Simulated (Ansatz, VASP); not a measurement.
## One calculation of Si5Ge2, two programs

```xyz
7
Lattice="3.2908 1.9000 4.3324 -3.2908 1.9000 4.3324 0.0000 -3.7999 4.3324" Properties=species:S:1:pos:R:3 pbc="T T T"
Si    0.0000    0.0000    5.6250
Si    0.0000    0.0000    2.6352
Si   -0.9234   -1.5979    4.1307
Si    1.8456   -0.0007    4.1307
Si   -0.9221    1.5987    4.1307
Ge    0.0000    0.0000   13.2157
Ge    0.0000    0.0000    8.0410
```

Alike in both runs: functional PBE; k mesh 3 × 3 × 3; occupations gaussian, width 0.2 eV; no spin polarisation.

Ansatz relaxed the structure, and its values are those at the end. VASP's run is a single point on that final structure, the one shown.

|  | VASP | Ansatz |
| --- | --- | --- |
| version | VASP 6.6.1 | Ansatz 0.2.0 |
| potentials or method | VASP PAW PBE potentials, release 64 (Si, Ge_d) | scalar-relativistic, plane waves, PAW |
| plane-wave cutoff (eV) | 520 | 420 |
| valence electrons in the cell | 48 | 48 |

```csv
,VASP,Ansatz,Ansatz less VASP
gap on the k mesh at the Fermi level (eV),0.93,0.93,-0.004
least direct gap on the mesh (eV),1.57,1.57,-0.002
pressure (GPa),0.0,0.1,+0.06
rms of the force components (eV/Å),0.005,0.005,-0.0001
```

Caveats: an odd mesh through Γ misses points on the zone boundary, where band edges often lie.
